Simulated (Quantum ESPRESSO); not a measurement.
GaN:

```
Ga N
1.0
     0.00000    2.25350    2.25350
     2.25350    0.00000    2.25350
     2.25350    2.25350    0.00000
Ga N
1 1
Direct
  0.00000 0.00000 0.00000
  0.25000 0.25000 0.25000
```

The cell is a database's computed one.

Base run:

| Quantity | Value |
| --- | --- |
| Program | Quantum ESPRESSO 7.5 |
| Functional | PBE |
| Potentials or basis | PseudoDojo 0.5 SR PBE standard |
| Cutoff | 1143 eV |
| Density cutoff | 4572 eV |
| k mesh | 10 × 10 × 10 |
| Occupations | fermi-dirac, width 0.05 eV |
| Spin | no spin polarisation |

Its results: band gap on the k mesh 1.76 eV, direct; pressure 5.2 GPa.

Q: The run is repeated on the same cell with these changes: potentials or basis from PseudoDojo 0.5 SR PBE standard to JTH 2.0 PBE; cutoff from 1143 eV to 680 eV; density cutoff from 4572 eV to 4082 eV. What comes out?

A: Band gap on the k mesh 1.72 eV, direct; pressure 4.7 GPa.
